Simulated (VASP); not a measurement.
# SrO (strained rocksalt): a PBE single-point calculation in VASP

INCAR

```
ENCUT = 520
NSW = 0
NELM = 120
PREC = Accurate
NBANDS = 15
LASPH = .TRUE.
LCHARG = .FALSE.
LWAVE = .FALSE.
ISIF = 2
IBRION = -1
SIGMA = 0.02
GGA = PE
LREAL = .FALSE.
ISMEAR = -1
EDIFF = 1E-7
```

KPOINTS

```
KPOINTS created by Atomic Simulation Environment
0
Gamma
8 8 8
0 0 0
```

KPOINTS_OPT

```
special points
7
Reciprocal
0.0000000000 0.0000000000 0.0000000000 1
0.5000000000 0.0000000000 0.5000000000 1
0.6250000000 0.2500000000 0.6250000000 1
0.3750000000 0.3750000000 0.7500000000 1
0.5000000000 0.5000000000 0.5000000000 1
0.5000000000 0.2500000000 0.7500000000 1
0.0000000000 0.5000000000 0.5000000000 1
```

POSCAR

```
Sr O
 1.0000000000000000
    -0.1162875728000000    2.5668004474999999    2.5668004474999999
     2.5668004474999999   -0.1162875728000000    2.5668004474999999
     2.5668004474999999    2.5668004474999999   -0.1162875728000000
 Sr  O
   1   1
Cartesian
  0.0000000000000000  0.0000000000000000  0.0000000000000000
  2.5086566610999999  2.5086566610999994  2.5086566610999994
```

VASP ran with the recommended PBE PAW datasets (16 valence electrons in the cell).

Command

```
mpirun -np 1 vasp_std
```

From OUTCAR

```
k-points           NKPTS =     65   k-points in BZ     NKDIM =     65   number of bands    NBANDS=     15

   NELECT =      16.0000    total number of electrons

   dimension x,y,z NGX =    28 NGY =   28 NGZ =   28
   dimension x,y,z NGXF=    56 NGYF=   56 NGZF=   56

  energy-cutoff  :      520.00
  volume of cell :       36.12
      direct lattice vectors                 reciprocal lattice vectors
    -0.116287573  2.566800447  2.566800447    -0.182033301  0.190671579  0.190671579
     2.566800447 -0.116287573  2.566800447     0.190671579 -0.182033301  0.190671579
     2.566800447  2.566800447 -0.116287573     0.190671579  0.190671579 -0.182033301

 k-points in reciprocal lattice and weights: KPOINTS created by Atomic Simulation Env
   0.00000000  0.00000000  0.00000000       0.002
   0.12500000 -0.00000000 -0.00000000       0.012
   0.25000000 -0.00000000 -0.00000000       0.012
   0.37500000  0.00000000  0.00000000       0.012
   0.50000000 -0.00000000 -0.00000000       0.006
   0.12500000  0.12500000 -0.00000000       0.012
   0.25000000  0.12500000 -0.00000000       0.023
   0.37500000  0.12500000 -0.00000000       0.023
   ...

 E-fermi :   1.8821

 k-point     1 :       0.0000    0.0000    0.0000
  band No.  band energies     occupation
      1     -31.2508      2.00000
      2     -13.6144      2.00000
      3     -12.9438      2.00000
      4     -12.9438      2.00000
      5     -12.9309      2.00000
      6       1.3625      2.00000
      7       1.3625      2.00000
      8       1.4982      2.00000
      9       4.9269      0.00000
     10       7.1575      0.00000
     11       7.1575      0.00000
     12       8.0422      0.00000
     13       9.5352      0.00000
     14       9.5352      0.00000
     15      13.8324      0.00000

 k-point     2 :       0.1250   -0.0000   -0.0000
  band No.  band energies     occupation
      1     -31.2365      2.00000
      2     -14.0102      2.00000
      3     -12.9489      2.00000
      4     -12.9457      2.00000
      5     -12.5815      2.00000
      6       0.9402      2.00000
      7       1.1819      2.00000
      8       1.3304      2.00000
      9       5.5837      0.00000
     10       7.1492      0.00000
     11       7.4191      0.00000
     12       8.2474      0.00000
     13       9.8878      0.00000
     14       9.8949      0.00000
     15      14.6845      0.00000

 k-point     3 :       0.2500   -0.0000   -0.0000
  band No.  band energies     occupation
      1     -31.2017      2.00000
      2     -14.5497      2.00000
      3     -12.9780      2.00000
      4     -12.9608      2.00000
      5     -12.1257      2.00000
      6       0.1632      2.00000
      7       0.7897      2.00000
      8       0.9927      2.00000
      9       6.9136      0.00000
     10       7.2992      0.00000
     11       8.1185      0.00000
     12       8.9609      0.00000
     13      10.7950      0.00000
     14      10.7989      0.00000
     15      16.3353      0.00000

 k-point     4 :       0.3750    0.0000    0.0000
  band No.  band energies     occupation
      1     -31.1666      2.00000
      2     -14.9372      2.00000
      3     -13.0096      2.00000
      4     -12.9725      2.00000
      5     -11.8213      2.00000
      6      -0.4425      2.00000
      7       0.4441      2.00000
      8       0.6960      2.00000
      9       7.3758      0.00000
     10       8.5990      0.00000
     11       8.9583      0.00000
     12       9.8512      0.00000
     13      11.9114      0.00000
     14      11.9550      0.00000
     15      15.8785      0.00000

 k-point     5 :       0.5000   -0.0000   -0.0000
  band No.  band energies     occupation
      1     -31.1519      2.00000
      2     -15.0769      2.00000
      3     -13.0225      2.00000
      4     -12.9773      2.00000
      5     -11.7158      2.00000
      6      -0.6651      2.00000
      7       0.3115      2.00000
      8       0.5821      2.00000
      9       7.5484      0.00000
     10       9.3485      0.00000
     11       9.3649      0.00000
     12      10.2607      0.00000
     13      12.6227      0.00000
     14      12.6934      0.00000
     15      15.1529      0.00000

 k-point     6 :       0.1250    0.1250   -0.0000
  band No.  band energies     occupation
      1     -31.2303      2.00000
      2     -14.0364      2.00000
      3     -12.9929      2.00000
      4     -12.9769      2.00000
      5     -12.5256      2.00000
      6       0.6941      2.00000
      7       1.2877      2.00000
      8       1.3913      2.00000
      9       5.6709      0.00000
     10       6.7823      0.00000
     11       7.7829      0.00000
     12       8.3609      0.00000
     13       9.7296      0.00000
     14      10.2429      0.00000
     15      15.0590      0.00000

 k-point     7 :       0.2500    0.1250   -0.0000
  band No.  band energies     occupation
      1     -31.2014      2.00000
      2     -14.3974      2.00000
      3     -13.0183      2.00000
      4     -13.0074      2.00000
      5     -12.2616      2.00000
      6       0.2097      2.00000
      7       0.9963      2.00000
      8       1.2227      2.00000
      9       6.4317      0.00000
     10       6.7583      0.00000
     11       8.4172      0.00000
     12       9.1100      0.00000
     13      10.2593      0.00000
     14      10.9839      0.00000
     15      16.5476      0.00000

 k-point     8 :       0.3750    0.1250   -0.0000
  band No.  band energies     occupation
      1     -31.1665      2.00000
      2     -14.7655      2.00000
      3     -13.0557      2.00000
      4     -13.0211      2.00000
      5     -12.0139      2.00000
      6      -0.1869      2.00000
      7       0.5863      2.00000
      8       0.9172      2.00000
      9       6.7415      0.00000
     10       7.9943      0.00000
     11       9.1637      0.00000
     12      10.0228      0.00000
     13      11.3697      0.00000
     14      11.8183      0.00000
     15      16.2072      0.00000

 k-point     9 :       0.5000    0.1250   -0.0000
  band No.  band energies     occupation
      1     -31.1461      2.00000
      2     -14.9613      2.00000
      3     -13.0988      2.00000
      4     -13.0251      2.00000
      5     -11.8603      2.00000
      6      -0.4198      2.00000
      7       0.4172      2.00000
      8       0.6731      2.00000
      9       7.3003      0.00000
     10       8.5416      0.00000
     11       9.8464      0.00000
     12      10.4873      0.00000
     13      12.4408      0.00000
     14      12.6944      0.00000
     15      14.7238      0.00000

 k-point    10 :      -0.3750    0.1250    0.0000
  band No.  band energies     occupation
      1     -31.1525      2.00000
      2     -14.9261      2.00000
      3     -13.1313      2.00000
      4     -13.0006      2.00000
      5     -11.8419      2.00000
      6      -0.4014      2.00000
      7       0.5057      2.00000
      8       0.6592      2.00000
      9       7.5095      0.00000
     10       8.3064      0.00000
     11       9.5171      0.00000
     12      10.1279      0.00000
     13      12.3310      0.00000
     14      12.5950      0.00000
     15      14.8708      0.00000

 k-point    11 :      -0.2500    0.1250   -0.0000
  band No.  band energies     occupation
      1     -31.1818      2.00000
      2     -14.6809      2.00000
      3     -13.1163      2.00000
      4     -12.9655      2.00000
      5     -11.9835      2.00000
      6      -0.0926      2.00000
      7       0.6870      2.00000
      8       0.9516      2.00000
      9       7.1558      0.00000
     10       7.4648      0.00000
     11       8.6974      0.00000
     12       9.3696      0.00000
     13      11.3024      0.00000
     14      11.5393      0.00000
     15      16.4808      0.00000

 k-point    12 :      -0.1250    0.1250    0.0000
  band No.  band energies     occupation
      1     -31.2165      2.00000
      2     -14.3176      2.00000
      3     -13.0410      2.00000
      4     -12.9424      2.00000
      5     -12.2737      2.00000
      6       0.4328      2.00000
      7       0.9821      2.00000
      8       1.2381      2.00000
      9       6.3014      0.00000
     10       6.9850      0.00000
     11       7.9502      0.00000
     12       8.7025      0.00000
     13      10.2480      0.00000
     14      10.6084      0.00000
     15      15.7632      0.00000

 k-point    13 :       0.2500    0.2500   -0.0000
  band No.  band energies     occupation
      1     -31.1811      2.00000
      2     -14.3559      2.00000
      3     -13.1099      2.00000
      4     -13.0785      2.00000
      5     -12.3701      2.00000
      6       0.1281      2.00000
      7       1.1967      2.00000
      8       1.3065      2.00000
      9       5.7160      0.00000
     10       6.9432      0.00000
     11       9.3451      0.00000
     12       9.6894      0.00000
     13      10.2386      0.00000
     14      11.3134      0.00000
     15      17.7457      0.00000

 ...

  Total       -0.4697486     -0.4697486     -0.4697486      0.4808043      0.4808043      0.4808043
  in kB      -20.8369922    -20.8369922    -20.8369922     21.3273979     21.3273979     21.3273979
  external PRESSURE =     -20.8369922 kB  Pullay stress =       0.0000000 kB

 POSITION                                       TOTAL-FORCE (eV/Angst)
 -----------------------------------------------------------------------------------
      0.00000      0.00000      0.00000         0.000000      0.000000     -0.000000
      2.50866      2.50866      2.50866        -0.000000     -0.000000      0.000000
 -----------------------------------------------------------------------------------
    total drift:                                0.000000      0.000000      0.000000

  FREE ENERGIE OF THE ION-ELECTRON SYSTEM (eV)
  ---------------------------------------------------
  free  energy   TOTEN  =       -12.0165582880 eV

  energy  without entropy=      -12.0165582880  energy(sigma->0) =      -12.01655829
```

```yaml
gap_between_bands_v_and_c: 3.17 eV
least_direct_gap: 3.33 eV
pressure: -2.1 GPa
```

Band v is the last that the valence electrons fill when counted band by band, and c is the next.

The run took about 31 s on one core of a shared host (Intel Xeon Platinum 8488C) and held 0.2 GiB at most.
